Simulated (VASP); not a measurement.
# Cs (Im-3m) in VASP: notebook

Runs on Cs. Level: PBE. Tasks: single point.

All numbers are computed with VASP 6.6.1; they aren't measurements. Logs are shortened: lines on timing, memory, paths and dates and some standing lists are left out, and cuts for length are marked.

## (1) The crystal as given

Symmetry: Im-3m, No. 229, cubic system. The conventional cell has a = 6.257 Å, b = 6.257 Å, c = 6.257 Å, α = 90.00°, β = 90.00°, γ = 90.00°.

## (2) Single point, PBE

Contents of INCAR:

```
ADDGRID  = False        
ALGO     = Normal         # electronic algorithm
EDIFF    = 1E-6           # SCF threshold, eV
ENCUT    = 250            # plane-wave cutoff, eV
GGA      = PE             # functional
ISIF     = 2              # what is computed and relaxed
ISMEAR   = 0              # smearing method
LASPH    = True           # aspherical terms in the spheres
LCHARG   = False          # write CHGCAR
LREAL    = False          # projectors in reciprocal space
LWAVE    = False          # write WAVECAR
NBANDS   = 10             # bands
NELM     = 100            # most SCF steps
PREC     = Accurate       # precision mode
SIGMA    = 0.15           # smearing width, eV
```

Contents of KPOINTS:

```
k-points
0
Gamma
  5 5 5
```

Contents of POSCAR:

```
Cs
1.0
   -3.1284650614      3.1284650614      3.1284650614
    3.1284650614     -3.1284650614      3.1284650614
    3.1284650614      3.1284650614     -3.1284650614
Cs
1
Direct
    0.0000000000      0.0000000000      0.0000000000
```

Potentials or basis: VASP PAW PBE potentials, release 64 (Cs_sv).

Run with:

```sh
$ cat potpaw_PBE.64/Cs_sv/POTCAR > POTCAR
$ mpirun -np 1 vasp_std > vasp.out
```

OUTCAR:

```text
EDIFF = 1E-6
   ENCUT = 250
   GGA = PE
   ISIF = 2
   ISMEAR = 0
   LASPH = True
   LREAL = False
   NELM = 100
   PREC = Accurate

 Found     10 irreducible k-points:

 Following reciprocal coordinates:
            Coordinates               Weight
  0.000000  0.000000  0.000000      1.000000
  0.200000  0.000000  0.000000     12.000000
  0.400000  0.000000  0.000000     12.000000
  0.200000  0.200000  0.000000     24.000000
  0.400000  0.200000  0.000000     24.000000
  0.200000  0.200000  0.200000      8.000000
   k-points           NKPTS =     10   k-points in BZ     NKDIM =     10   number of bands    NBANDS=     10
   number of dos      NEDOS =    301   number of ions     NIONS =      1
   total plane-waves  NPLWV =  21952
   dimension x,y,z NGX =    28 NGY =   28 NGZ =   28
   dimension x,y,z NGXF=    56 NGYF=   56 NGZF=   56
   ions per type =               1
   NGX,Y,Z   is equivalent  to a cutoff of   8.59,  8.59,  8.59 a.u.
   NGXF,Y,Z  is equivalent  to a cutoff of  17.18, 17.18, 17.18 a.u.
 SYSTEM =  unknown system
   PREC   = accura    normal or accurate (medium, high low for compatibility)
   ISTART =      0    job   : 0-new  1-cont  2-samecut
   ICHARG =      2    charge: 1-file 2-atom 10-const
   ISPIN  =      1    spin polarized calculation?
   LNONCOLLINEAR =      F non collinear calculations
   LSORBIT =      F    spin-orbit coupling
   LASPH  =      T    aspherical Exc in radial PAW
   ENCUT  =  250.0 eV  18.37 Ry    4.29 a.u.   6.99  6.99  6.99*2*pi/ulx,y,z
   NELM   =    100;   NELMIN=  2; NELMDL= -5     # of ELM steps
   EDIFF  = 0.1E-05   stopping-criterion for ELM
   LREAL  =      F    real-space projection
   EDIFFG = 0.1E-04   stopping-criterion for IOM
   NSW    =      0    number of steps for IOM
   IBRION =     -1    ionic relax: 0-MD 1-quasi-New 2-CG
   NFREE  =      0    steps in history (QN), initial steepest desc. (CG)
   ISIF   =      2    stress and relaxation
   ISYM   =      2    0-nonsym 1-usesym 2-fastsym
   POTIM  = 0.5000    time-step for ionic-motion
   TEBEG  =    0.0;   TEEND  =   0.0 temperature during run
   PSTRESS=    0.0 pullay stress
   NELECT =       9.0000    total number of electrons
   NUPDOWN=      -1.0000    fix difference up-down
   EMIN   =  10.00;   EMAX   =-10.00  energy-range for DOS
   EFERMI =   0.00;   METHOD = LEGACY
   ISMEAR =     0;   SIGMA  =   0.15  broadening in eV -4-tet -1-fermi 0-gaus
   EFERMI_NEDOS =   21; number of points for ismear=-14 and -15
   IALGO  =     38    algorithm
   IMIX   =      4    mixing-type and parameters
     AMIX     =   0.40;   BMIX     =  1.00
     AMIX_MAG =   1.60;   BMIX_MAG =  1.00
  volume/ion in A,a.u.               =     122.48       826.51
  Fermi-wavevector in a.u.,A,eV,Ry     =   0.685706  1.295796  6.397353  0.470192
  Thomas-Fermi vector in A             =   1.765724
   LORBIT       =      0    0 simple, 1 ext, 2 COOP (PROOUT), +10 PAW based schemes
   GGA     = PE    functional components
   LHFCALC =     F    Hartree Fock is set to
   AEXX    =    0.0000 exact exchange contribution
   IVDW    =     0    specifies the selected vdW correction
   LEPSILON=     F    determine dielectric tensor
   LRPA    =     F    only Hartree local field effects (RPA)
 non-spin polarized calculation
 Gauss-broadening in eV      SIGMA  =   0.15
  energy-cutoff  :      250.00
  volume of cell :      122.48
 maximum number of plane-waves:      1121
   NGX = 13   NGY = 13   NGZ = 13

 number of electron       8.9999986 magnetization

 Free energy of the ion-electron system (eV)
  ---------------------------------------------------
  ext. energy  EPLUGINS =         0.00000000
  ---------------------------------------------------
  free energy    TOTEN  =        -0.86367735 eV

  energy without entropy =       -0.84891699  energy(sigma->0) =       -0.85629717

 E-fermi :   0.3335     XC(G=0):  -5.2523

 val. band max:        0.0502874489   @ k =   0.4000   0.0000   0.0000
 cond. band min:       0.3849306535   @ k =  -0.4000   0.4000   0.2000
 fundamental gap:      0.3346432045
 Fermi energy:         0.3334813389

 k-point     1 :       0.0000    0.0000    0.0000
  band No.  band energies     occupation
      1     -23.5883      2.00000
      2     -10.3452      2.00000
      3     -10.3452      2.00000
      4     -10.3452      2.00000
      5      -1.3128      2.00000
      6       2.7553      0.00000
      7       2.7553      0.00000
      8       2.7553      0.00000
      9       3.5680      0.00000
     10       3.5680      0.00000

 k-point     2 :       0.2000    0.0000    0.0000
  band No.  band energies     occupation
      1     -23.5869      2.00000
      2     -10.3840      2.00000
      3     -10.3581      2.00000
      4     -10.3452      2.00000
      5      -0.9111      2.00000
      6       2.2600      0.00000
      7       2.4012      0.00000
      8       3.1626      0.00000
      9       3.3720      0.00000
     10       3.5429      0.00000

 k-point     3 :       0.4000    0.0000    0.0000
  band No.  band energies     occupation
      1     -23.5841      2.00000
      2     -10.4450      2.00000
      3     -10.3787      2.00000
      4     -10.3451      2.00000
      5       0.0503      1.99241
      6       1.3581      0.00000
      7       2.0055      0.00000
      8       3.4620      0.00000
      9       3.8074      0.00000
     10       4.3043      0.00000

 k-point     4 :       0.2000    0.2000    0.0000
  band No.  band energies     occupation
      1     -23.5847      2.00000
      2     -10.4248      2.00000
      3     -10.3753      2.00000
      4     -10.3537      2.00000
      5      -0.1982      2.00000
      6       1.6888      0.00000
      7       1.9605      0.00000
      8       3.3187      0.00000
      9       3.7341      0.00000
     10       3.9361      0.00000

 k-point     5 :       0.4000    0.2000    0.0000
  band No.  band energies     occupation
      1     -23.5834      2.00000
      2     -10.4417      2.00000
      3     -10.3966      2.00000
      4     -10.3560      2.00000
      5       0.6828      0.00099
      6       1.1152      0.00000
      7       1.6889      0.00000
      8       3.2494      0.00000
      9       3.9121      0.00000
     10       4.0612      0.00000

 k-point     6 :       0.2000    0.2000    0.2000
  band No.  band energies     occupation
      1     -23.5839      2.00000
      2     -10.4274      2.00000
      3     -10.3812      2.00000
      4     -10.3812      2.00000
      5       0.7010      0.00053
      6       1.4266      0.00000
      7       1.4266      0.00000
      8       3.0621      0.00000
      9       3.9839      0.00000
     10       3.9839      0.00000

 [... further k-points ...]
[... 5 lines left out ...]
  --------------------------------------------------------------------------------------
  -------------------------------------------------------------------------------------
  Total       -0.0949638     -0.0949638     -0.0949638      0.0000000      0.0000000      0.0000000
  in kB       -1.2422668     -1.2422668     -1.2422668      0.0000000      0.0000000      0.0000000
  external PRESSURE =      -1.2422668 kB  Pullay stress =       0.0000000 kB

 VOLUME and BASIS-vectors are now :
 -----------------------------------------------------------------------------
  energy-cutoff  :      250.00
  volume of cell :      122.48
      direct lattice vectors                 reciprocal lattice vectors
    -3.128465061  3.128465061  3.128465061     0.000000000  0.159822785  0.159822785
     3.128465061 -3.128465061  3.128465061     0.159822785  0.000000000  0.159822785
     3.128465061  3.128465061 -3.128465061     0.159822785  0.159822785  0.000000000

 POSITION                                       TOTAL-FORCE (eV/Angst)
 -----------------------------------------------------------------------------------
      0.00000      0.00000      0.00000        -0.000000      0.000000     -0.000000
 -----------------------------------------------------------------------------------
    total drift:                               -0.000000     -0.000000     -0.000000

  FREE ENERGIE OF THE ION-ELECTRON SYSTEM (eV)
  ---------------------------------------------------
  free  energy   TOTEN  =        -0.8636773522 eV

  energy  without entropy=       -0.8489169915  energy(sigma->0) =       -0.85629717
```

OSZICAR:

```text
N       E                     dE             d eps       ncg     rms          rms(c)
DAV:   1     0.425776149977E+02    0.42578E+02   -0.20539E+03   200   0.371E+02
DAV:   2     0.253152297634E+01   -0.40046E+02   -0.39704E+02   234   0.923E+01
DAV:   3    -0.822165259936E+00   -0.33537E+01   -0.33516E+01   246   0.314E+01
DAV:   4    -0.861288885287E+00   -0.39124E-01   -0.39120E-01   246   0.385E+00
DAV:   5    -0.861454914434E+00   -0.16603E-03   -0.16603E-03   276   0.215E-01    0.147E-01
DAV:   6    -0.862349868736E+00   -0.89495E-03   -0.12775E-03   252   0.168E-01    0.957E-02
DAV:   7    -0.863577244225E+00   -0.12274E-02   -0.36082E-03   222   0.286E-01    0.369E-02
DAV:   8    -0.863674618835E+00   -0.97375E-04   -0.12763E-04   218   0.613E-02    0.486E-03
DAV:   9    -0.863677729992E+00   -0.31112E-05   -0.56144E-06   290   0.112E-02    0.261E-03
DAV:  10    -0.863677352210E+00    0.37778E-06   -0.90232E-07   216   0.419E-03
   1 F= -.86367735E+00 E0= -.85629717E+00  d E =-.147604E-01
```

It took 3.1 s on 1 thread of Intel Xeon Platinum 8375C at 2.90GHz (Ice Lake), shared host; peak memory 0.14 GiB.

These settings aren't checked as converged: the numbers below hold their error.

Results:

```
Free energy            : -0.8637 eV
Band gap on the k mesh : none (metal or under the smearing width)
```

Caveat: the cutoff is under 1.25 times the usual one of these potentials, so pressure, stress and relaxed cells hold a basis-set (Pulay) error.

## (3) Single point, PBE

Changes to INCAR since step 2:

```diff
@@ -3,3 +3,3 @@
 EDIFF    = 1E-6           # SCF threshold, eV
-ENCUT    = 250            # plane-wave cutoff, eV
+ENCUT    = 400            # plane-wave cutoff, eV
 GGA      = PE             # functional
```

Contents of KPOINTS:

```
k-points
0
Gamma
  4 4 4
```

POSCAR is that of step 2.

Potentials or basis: VASP PAW PBE potentials, release 64 (Cs_sv).

Run with:

```sh
$ cat potpaw_PBE.64/Cs_sv/POTCAR > POTCAR
$ mpirun -np 1 vasp_std > vasp.out
```

Wall time 4.5 s (1 thread of Intel Xeon Platinum 8375C at 2.90GHz (Ice Lake), shared host); peak memory 0.19 GiB.

These settings aren't checked as converged: the numbers below hold their error.

Results:

```
Free energy            : -0.8212 eV
Pressure               : -0.1 GPa
Band gap on the k mesh : none (metal or under the smearing width)
```

## (4) Single point, PBE

Changes to INCAR since step 3:

```diff
@@ -3,3 +3,3 @@
 EDIFF    = 1E-6           # SCF threshold, eV
-ENCUT    = 400            # plane-wave cutoff, eV
+ENCUT    = 450            # plane-wave cutoff, eV
 GGA      = PE             # functional
```

KPOINTS is that of step 3.

POSCAR is that of step 3.

Run with:

```sh
$ cat potpaw_PBE.64/Cs_sv/POTCAR > POTCAR
$ mpirun -np 1 vasp_std > vasp.out
```

Wall time 6 s (1 thread of Intel Xeon Platinum 8375C at 2.90GHz (Ice Lake), shared host); peak memory 0.22 GiB.

The run converged, but some of its settings lie outside the range that counts as converged, so its numbers aren't taken as properties of the crystal.

What came out:

| Quantity | Value |
| --- | --- |
| Free energy | -0.8213 eV |
| Pressure | -0.1 GPa |
| Band gap on the k mesh | none (metal or under the smearing width) |

## (5) Single point, PBE

Changes to INCAR since step 4:

```diff
@@ -3,3 +3,3 @@
 EDIFF    = 1E-6           # SCF threshold, eV
-ENCUT    = 450            # plane-wave cutoff, eV
+ENCUT    = 350            # plane-wave cutoff, eV
 GGA      = PE             # functional
```

Contents of KPOINTS:

```
k-points
0
Gamma
  5 5 5
```

POSCAR is that of step 4.

Run with:

```sh
$ cat potpaw_PBE.64/Cs_sv/POTCAR > POTCAR
$ mpirun -np 1 vasp_std > vasp.out
```

Wall time 4.6 s (1 thread of Intel Xeon Platinum 8375C at 2.90GHz (Ice Lake), shared host); peak memory 0.19 GiB.

These settings aren't checked as converged: the numbers below hold their error.

Results:

```yaml
Free_energy: -0.8629 eV
Pressure: -0.1 GPa
Band_gap_on_the_k_mesh: none (metal or under the smearing width)
```

## (6) Single point, PBE

Changes to INCAR since step 5:

```diff
@@ -3,3 +3,3 @@
 EDIFF    = 1E-6           # SCF threshold, eV
-ENCUT    = 350            # plane-wave cutoff, eV
+ENCUT    = 550            # plane-wave cutoff, eV
 GGA      = PE             # functional
```

Contents of KPOINTS:

```
k-points
0
Gamma
  4 4 4
```

POSCAR is that of step 5.

Potentials or basis: VASP PAW PBE potentials, release 64 (Cs_sv).

Run with:

```sh
$ cat potpaw_PBE.64/Cs_sv/POTCAR > POTCAR
$ mpirun -np 1 vasp_std > vasp.out
```

Run time: 7.5 s. Hardware: 1 thread of Intel Xeon Platinum 8375C at 2.90GHz (Ice Lake), shared host; peak memory 0.24 GiB.

The run converged, but some of its settings lie outside the range that counts as converged, so its numbers aren't taken as properties of the crystal.

Results:

| Item | Value |
| --- | --- |
| Free energy | -0.8213 eV |
| Pressure | -0.1 GPa |
| Band gap on the k mesh | none (metal or under the smearing width) |
